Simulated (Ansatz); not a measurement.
# Bands of Ge

```
Ge
1.0
    -1.68520    1.68520    1.68520
     1.68520   -1.68520    1.68520
     1.68520    1.68520   -1.68520
Ge
1
Direct
  0.00000 0.00000 0.00000
```

Conventional cell: a = 3.370 Å, b = 3.370 Å, c = 3.370 Å, α = 90.00°, β = 90.00°, γ = 90.00°. Around Ge (atom 1) lie 8 Ge at 2.92 Å.

The structure comes from a relaxation in the same program, started in the bcc type, and has space group Im-3m. Whether it is a known phase or the ground state wasn't checked.

Computed with DFT, PBE, all-electron LAPW, scalar-relativistic in Ansatz 0.2.0.

Numerical set-up: a Γ-centred 20×20×20 k mesh, Fermi–Dirac smearing of 0.03 eV, basis error target 0.25 meV/atom, no spin polarisation.

Points in fractions of the reciprocal vectors of this cell: Γ (0, 0, 0), H (0.5, -0.5, 0.5), N (0, 0, 0.5), P (0.25, 0.25, 0.25). The path joins them by straight lines in the order Γ–H–N–Γ–P–H–P–N; legs that retrace an earlier one aren't tabulated. Energies are in eV from the Fermi level.

Question: List the levels at H between -8 and 4 eV.

Answer: -2.73, -0.45 (×3).

Question: List the levels at N between -8 and 4 eV.

Answer: -7.45, -5.24.

Question: List the levels at Γ between -8 and 4 eV.

Answer: none.

Question: What is the band gap?

Answer: none: bands cross the Fermi level, a metal.
